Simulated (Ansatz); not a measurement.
A (012) slab of LiNbO3 (R3c (No. 161)), 15 planes, outer planes O (top) and Li (bottom), with 30 atoms (Li6Nb6O18) in a surface cell of A = 28.135 Å², as cut from the bulk:

```xyz
30
Lattice="5.1346 0.0000 0.0000 0.0000 5.4796 0.0000 0.0000 0.0000 25.2234" Properties=species:S:1:pos:R:3 pbc="T T T"
Li    2.5673    5.2776    7.5000
Li    0.0000    2.5378    7.5000
O     3.2106    3.1627    7.8454
O     4.4912    0.4230    7.8454
O     0.9208    2.2227    9.3068
O     1.6465    4.9625    9.3068
Nb    2.5673    3.0819    9.6124
Nb    0.0000    0.3421    9.6124
O     3.5705    1.6199   10.2439
O     4.1314    4.3597   10.2439
Li    0.0000    2.8719   11.2397
Li    2.5673    0.1321   11.2397
O     0.6433    0.7571   11.5852
O     1.9240    3.4969   11.5852
O     3.4880    5.2966   13.0465
O     4.2138    2.5569   13.0465
Nb    0.0000    0.6763   13.3522
Nb    2.5673    3.4161   13.3522
O     1.0032    4.6938   13.9836
O     1.5641    1.9540   13.9836
Li    2.5673    0.4663   14.9795
Li    0.0000    3.2061   14.9795
O     3.2106    3.8310   15.3249
O     4.4912    1.0912   15.3249
O     0.9208    2.8910   16.7863
O     1.6465    0.1512   16.7863
Nb    2.5673    3.7502   17.0919
Nb    0.0000    1.0104   17.0919
O     3.5705    2.2882   17.7234
O     4.1314    5.0280   17.7234
```

Theory: DFT PBEsol, scalar-relativistic, plane waves, PAW in Ansatz. Cutoff 420 eV; k points 5×5×1 on the computed 30-atom cell (Γ-centred); Gaussian smearing, width 0.05 eV; no spin polarisation. A dipole correction removes the field between periodic images along c.

Against the same 30 atoms in the bulk, the slab as cut lies 4.342 eV higher and the relaxed slab 2.803 eV higher.

Problem. Work out the surface energy before and after relaxation.

Solution. The slab has two faces, so γ = (E_slab − N·E_bulk)/(2A), the mean of both. As cut: 4.342/(2 × 28.135) = 0.0772 eV/Å², and 1 eV/Å² = 16.02 J/m², so γ = 1.24 J/m². Relaxed: 2.803/(2 × 28.135) = 0.0498 eV/Å² = 0.80 J/m². Relaxation recovers 35 % of the cost of cutting.

Problem. What is the ideal work of this cut, per area?

Solution. Griffith's ideal work is 2γ: 2.47 J/m² if the new faces stay rigid, 1.60 J/m² if they relax. Other cuts parallel to this plane can cost less. One thickness was run, 15 planes, so γ can still shift with it.